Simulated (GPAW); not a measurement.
Runs of GPAW 26.7.0 on GaN. It takes space group F-43m (No. 216, cubic). The conventional cell has a = 4.507 Å, b = 4.507 Å, c = 4.507 Å, α = 90.00°, β = 90.00°, γ = 90.00°. Ga (site symmetry -43m) has 4 N at 1.95 Å as nearest neighbours. N (site symmetry -43m) is surrounded by 4 Ga at 1.95 Å. The cell is a database's computed one.

```csv
level,potentials or basis,V0 of scaled cells (Å³/atom),B0 (GPa)
SOGGA,"PAW data sets generated in the run's folder for this functional, pw",(a),(c)
PBEsol+D3,"PAW data sets generated in the run's folder for this functional, pw",11.69,(b)
WC,"PAW data sets generated in the run's folder for this functional, pw",11.83,199
PW91+D3(BJ),"PAW data sets generated in the run's folder for this functional, pw",11.98,189
PBE+D3(BJ),"GPAW PAW data sets (gpaw-data 1.2.1), pw",11.97,191
```

Alike in all rows: task equation of state; no spin polarisation; cell as given; k mesh 10 × 10 × 10; cutoff (eV) 800; smearing fermi-dirac 0.05 eV.

Task: Estimate the missing entries.

Result: (a) 11.82; (b) 206; (c) 200.

Caveats: the data sets keep Ga 3d, Li 1s and Be 1s frozen, and some such compounds lay over 1.5 % in volume off other programs.

Not every run made on this cell is shown here.
